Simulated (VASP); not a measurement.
Set up this calculation in VASP 6.6.1, as the native input.

| Property | Result |
| --- | --- |
| Task | relaxation of cell and atoms |
| Functional | PBE |
| Dispersion | D3(BJ) |
| Potentials or basis | VASP PAW PBE potentials, release 64 (Pb_d, Se) |
| Cutoff | 600 eV |
| k mesh | 8 × 8 × 8 |
| Occupations | gaussian, width 0.03 eV |
| Spin | no spin polarisation |
| Further INCAR settings | ALGO = Normal; EDIFF = 1e-06; IBRION = 2; EDIFFG = -0.01; NSW = 90; ISIF = 3 |

The structure of PbSe (Clausthalite) lies in POSCAR:

```
PbSe
1.0
    0.0000000000      3.0606500000      3.0606500000
    3.0606500000      0.0000000000      3.0606500000
    3.0606500000      3.0606500000      0.0000000000
Pb Se
1 1
Direct
    0.0000000000      0.0000000000      0.0000000000
    0.5000000000      0.5000000000      0.5000000000
```

One way to write it, as run:

INCAR

```
SYSTEM = PbSe
  PREC = Accurate
  ENCUT = 600
  EDIFF = 1E-6
  ISMEAR = 0
  SIGMA = 0.03
  LREAL = .FALSE.
  LASPH = .TRUE.
  NELM = 80
  ALGO = Normal
  ISIF = 3
  LWAVE = .FALSE.
  LCHARG = .FALSE.
  GGA = PE
  IVDW = 12
  IBRION = 2
  NSW = 90
  EDIFFG = -0.01
```

KPOINTS

```
Automatic mesh
0
G
  8 8 8
  0 0 0
```

Potentials or basis: VASP PAW PBE potentials, release 64 (Pb_d, Se).

Launch:

```sh
$ cat potpaw_PBE.64/Pb_d/POTCAR potpaw_PBE.64/Se/POTCAR > POTCAR
$ mpirun -np 1 vasp_std > vasp.out
```

It gave:

The relaxed volume is 28.86 Å³/atom and the relaxed cell is a = 4.338 Å, b = 4.338 Å, c = 4.338 Å, α = 60.00°, β = 60.00°, γ = 60.00°. The space group after relaxing (to 0.05 Å) is Fm-3m (No. 225). The energy gained by relaxing is 0.2 meV/atom and the ionic steps are 3. The pressure after relaxing is 0.0 GPa and the band gap on the k mesh is 0.31 eV, direct. The dispersion energy per atom is -0.366 eV.

Caveat: spin-orbit coupling is left out, which as a rule narrows the gap of such compounds by several tenths of an eV.

Wall time 23 s on 1 thread of Intel(R) Xeon(R) 6975P-C (Granite Rapids), on a shared host, peak memory 0.22 GiB.
